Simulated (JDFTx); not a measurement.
Runs of JDFTx 1.7.0 (patched build) on CoO. It takes space group Fm-3m (No. 225, cubic). Conventional cell: a = 4.263 Å, b = 4.263 Å, c = 4.263 Å, α = 90.00°, β = 90.00°, γ = 90.00°. Around Co (site symmetry m-3m) lie 6 O at 2.13 Å. O (site symmetry m-3m) has 6 Co at 2.13 Å as nearest neighbours. 

| task | level | potentials or basis | spin | cell | k mesh | further solve for the empty bands | mesh quality | gap on the mesh (eV) | pressure (GPa) | moment (μB) | relaxed volume (Å³/atom) |
| --- | --- | --- | --- | --- | --- | --- | --- | --- | --- | --- | --- |
| single point | PBEsol | PseudoDojo-SR-PBEsol-0.4.1-standard with smoothed tails | collinear, ferromagnetic start | as given | 11 × 11 × 11 | yes | not flagged | none | (a) | 2.98 | - |
| relaxation of cell and atoms | PBE | PseudoDojo-SR-PBE-0.5-standard with smoothed tails | collinear, ferromagnetic start | relaxed | 7 × 7 × 7 | no | coarse | none | 0.0 | (b) | 9.58 |
| single point | LDA | PseudoDojo-SR-LDA-0.4.1-standard with smoothed tails | collinear, ferromagnetic start | as given | 11 × 11 × 11 | yes | not flagged | none | -19.8 | 2.88 | - |
| single point | PBEsol | PseudoDojo-SR-PBEsol-0.4.1-standard with smoothed tails | collinear, ferromagnetic start | atoms moved at random, drawn with an rms of 0.05 Å | 11 × 11 × 11 | yes | not flagged | none | -10.9 | 2.98 | - |
| relaxation of cell and atoms | PBE | PseudoDojo-SR-PBE-0.5-standard with smoothed tails | off | relaxed | 7 × 7 × 7 | no | coarse | none | 0.0 | - | 8.60 |

Alike in all rows: cutoff (eV) 1306; smearing fermi-dirac 0.05 eV.

**Question.** Fill in the values left out.

**Answer.** (a) -11.1; (b) 2.99.

Caveats: some runs use coarse meshes; semilocal functionals often make such compounds metallic where correlation or magnetic order opens a gap, which also shifts bond lengths; a cell with one magnetic atom can't hold antiferromagnetic order, which such compounds often take (some runs); so large a pressure means that the cell lies far from this level's equilibrium, or that cutoff or potentials fall short (some runs); the plane waves are those of the starting cell, so after so large a change of volume the result is rough (some runs); an odd number of electrons without spin polarisation forces a metal (some runs); a magnetic or distorted state may lie lower (some runs).

A gap of «none» marks a metal or a gap under the smearing width.
